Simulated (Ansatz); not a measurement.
Geometry optimisation in Ansatz: input, command and trajectory.

```yaml
crystal:
  lattice:
    - [3.1659064171, 0.0, 0.0]
    - [-1.5829532085, 2.7417553832, 0.0]
    - [0.0, 0.0, 5.2765035266]
  atoms:
    - { symbol: Zn, position: [0.6666666667, 0.3333333333, 0.5006385776] }
    - { symbol: Zn, position: [0.3333333333, 0.6666666667, 0.0006385776] }
    - { symbol: O, position: [0.6666666667, 0.3333333333, 0.8796714224] }
    - { symbol: O, position: [0.3333333333, 0.6666666667, 0.3796714224] }
basis:
  ecutwfc: 420
kpoints:
  mp_grid: { grid: [9, 9, 6] }
hamiltonian:
  xc: pbesol
scf:
  occupations: { method: gaussian, width: 0.02 }
output:
  forces: true
  stress: true
  eigenvalues: true
  write_density: true
  write_potential: true
  elf: true
  volumetric_format: npy
relax:
  adjacent_minimum: "off"
  f_tol: 0.008
  max_steps: 40
  cell: { stress_tol: 0.015, fix: [a, b, gamma] }
```

```bash
ansatz run input.yaml --threads 1 --pin off --max-ram 2560MiB --backend cpu --events-out ev --progress --plain --runs-dir out
```

All numbers below come from Ansatz 0.2.0, DFT PBEsol, scalar-relativistic, plane waves, PAW.

Of 8 frames 7 are shown, positions in Å and forces in eV/Å; the SCF threshold varies from step to step. Steps run on the plane waves of an earlier cell, with a Pulay correction in the pressure. The basis is chosen afresh for the last frame, the zero of the energies, and at times for earlier ones too; energy and pressure step there, also at an unchanged geometry. The mark taken_back stands on steps that the optimiser undid.

```xyz
4
Lattice="3.1659 0.0000 0.0000 -1.5830 2.7418 0.0000 0.0000 0.0000 5.2765" Properties=species:S:1:pos:R:3:forces:R:3 pbc="T T T" step=1 free_energy_over_end_meV_per_atom=4.10 pressure_GPa=4.61
Zn    1.5830    0.9139    2.6416    0.0000    0.0000    0.2994
Zn    0.0000    1.8278    0.0034    0.0000    0.0000    0.2994
O     1.5830    0.9139    4.6416    0.0000    0.0000   -0.2994
O     0.0000    1.8278    2.0033    0.0000    0.0000   -0.2994
4
Lattice="3.1659 0.0000 0.0000 -1.5830 2.7418 0.0000 0.0000 0.0000 5.2894" Properties=species:S:1:pos:R:3:forces:R:3 pbc="T T T" step=2 free_energy_over_end_meV_per_atom=2.92 pressure_GPa=4.10
Zn    1.5830    0.9139    2.6533    0.0000    0.0000    0.2550
Zn    0.0000    1.8278    0.0086    0.0000    0.0000    0.2550
O     1.5830    0.9139    4.6477    0.0000    0.0000   -0.2550
O     0.0000    1.8278    2.0030    0.0000    0.0000   -0.2550
4
Lattice="3.1659 0.0000 0.0000 -1.5830 2.7418 0.0000 0.0000 0.0000 5.2122" Properties=species:S:1:pos:R:3:forces:R:3 pbc="T T T" step=3 free_energy_over_end_meV_per_atom=7.58 pressure_GPa=6.50 taken_back
Zn    1.5830    0.9139    2.6469    0.0000    0.0000   -0.4214
Zn    0.0000    1.8278    0.0408    0.0000    0.0000   -0.4214
O     1.5830    0.9139    4.5475    0.0000    0.0000    0.4214
O     0.0000    1.8278    1.9414    0.0000    0.0000    0.4214
4
Lattice="3.1659 0.0000 0.0000 -1.5830 2.7418 0.0000 0.0000 0.0000 5.3161" Properties=species:S:1:pos:R:3:forces:R:3 pbc="T T T" step=4 free_energy_over_end_meV_per_atom=0.45 pressure_GPa=2.88
Zn    1.5830    0.9139    2.6884    0.0000    0.0000    0.0073
Zn    0.0000    1.8278    0.0304    0.0000    0.0000    0.0073
O     1.5830    0.9139    4.6494    0.0000    0.0000   -0.0073
O     0.0000    1.8278    1.9914    0.0000    0.0000   -0.0073
4
Lattice="3.1659 0.0000 0.0000 -1.5830 2.7418 0.0000 0.0000 0.0000 5.3145" Properties=species:S:1:pos:R:3:forces:R:3 pbc="T T T" step=5 free_energy_over_end_meV_per_atom=0.43 pressure_GPa=2.93
Zn    1.5830    0.9139    2.6879    0.0000    0.0000    0.0000
Zn    0.0000    1.8278    0.0307    0.0000    0.0000    0.0000
O     1.5830    0.9139    4.6477    0.0000    0.0000    0.0000
O     0.0000    1.8278    1.9905    0.0000    0.0000    0.0000
4
Lattice="3.1659 0.0000 0.0000 -1.5830 2.7418 0.0000 0.0000 0.0000 5.3145" Properties=species:S:1:pos:R:3:forces:R:3 pbc="T T T" step=6 free_energy_over_end_meV_per_atom=0.00 pressure_GPa=2.98
Zn    1.5830    0.9139    2.6879    0.0000    0.0000   -0.0007
Zn    0.0000    1.8278    0.0307    0.0000    0.0000   -0.0007
O     1.5830    0.9139    4.6477    0.0000    0.0000    0.0007
O     0.0000    1.8278    1.9905    0.0000    0.0000    0.0007
4
Lattice="3.1659 0.0000 0.0000 -1.5830 2.7418 0.0000 0.0000 0.0000 5.3165" Properties=species:S:1:pos:R:3:forces:R:3 pbc="T T T" step=8 free_energy_over_end_meV_per_atom=0.00 pressure_GPa=2.92
Zn    1.5830    0.9139    2.6891    0.0000    0.0000    0.0001
Zn    0.0000    1.8278    0.0309    0.0000    0.0000    0.0001
O     1.5830    0.9139    4.6493    0.0000    0.0000   -0.0001
O     0.0000    1.8278    1.9910    0.0000    0.0000   -0.0001
```

Time: 58 s on 1 thread of Arm Neoverse V1 (shared host), peak memory 0.33 GiB.